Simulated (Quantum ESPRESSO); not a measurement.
## Bi under changes of volume

One of the cells (33.614 Å³/atom); the others are scaled copies at fixed shape and fractional positions:

```
CELL_PARAMETERS angstrom
3.23838 0.00000 0.00000
0.00000 3.22164 0.00000
-0.08045 0.00000 6.44389
ATOMIC_POSITIONS crystal
Bi 0.54425 0.00000 0.74958
Bi 0.45575 0.00000 0.25042
```

This isn't the form of Bi at room conditions, which is rhombohedral.

* Program: Quantum ESPRESSO 7.5
* Functional: PBEsol
* Potentials or basis: PseudoDojo 0.4.1 SR PBEsol standard
* Cutoff: 898 eV
* Density cutoff: 3592 eV
* k mesh: 8 × 8 × 4
* Occupations: fermi-dirac, width 0.05 eV
* Spin: no spin polarisation

| volume (Å³/atom) | energy over the lowest point (meV/atom) | pressure (GPa) |
| --- | --- | --- |
| 31.597 | 16.97 | 3.3 |
| 32.270 | 6.00 | 1.9 |
| 32.942 | 0.55 | 0.7 |
| 33.614 | 0.00 | -0.5 |
| 34.286 | 3.83 | -1.4 |
| 34.959 | 11.56 | -2.3 |
| 35.631 | ? | ? |

Question: What does the run at 35.631 Å³/atom give?

Answer: Energy over the lowest point 22.77 meV/atom; pressure -3.1 GPa.

Worked out: A Birch-Murnaghan fit of order 3 (a polynomial in V^(-2/3)) to the other rows has its minimum at 33.36 Å³/atom with B0 = V·E''(V) = 54 GPa and B' = 4.7 at fixed shape and positions, which overstates the stiffness. It gives 22.76 meV/atom at 35.631 Å³/atom, against the run's 22.77, and -dE/dV = -3.1 GPa, against -3.1.

Energies are extrapolated to zero smearing.
